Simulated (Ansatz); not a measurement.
Fe2Ge, 6 atoms in the cell. It takes space group P6_3/mmc (No. 194, hexagonal). Conventional cell: a = 4.133 Å, b = 4.133 Å, c = 5.009 Å, α = 90.00°, β = 90.00°, γ = 120.00°. Around Ge (site symmetry -6m2) lie 11 Fe at 2.39 to 2.69 Å. Fe (site symmetry -6m2) has 5 Ge at 2.39 to 2.50 Å and 6 Fe at 2.69 Å as nearest neighbours. Fe (site symmetry -3m) has 8 Fe at 2.50 to 2.69 Å and 6 Ge at 2.69 Å as nearest neighbours. The cell is a database's computed one.

```yaml
Program: Ansatz 0.2.0
Task: single point
Functional: PBEsol
Potentials_or_basis: Ansatz PAW
Cutoff: "420 eV (not typed: the program's choice for these potentials)"
k_mesh: 6 × 6 × 5
Occupations: fermi-dirac, width 0.05 eV
Spin: collinear spin, program default start
Fixed_moment: 0 μB
```

Potentials or basis: Ansatz PAW.

The run is started by

```console
$ ansatz run input.yaml --threads 2 --pin off --max-ram 5632MiB --backend cpu --events-out ev --progress --plain --runs-dir out
```

Hardware: 2 threads of Arm Neoverse V1, on a shared host.

Problem. Estimate the wall time of this run.

Solution. Wall time 5 s on 2 threads of Arm Neoverse V1 (shared host), peak memory 0.44 GiB. Counts: scf iterations 15, plane waves 1433, k points 21, bands 56.
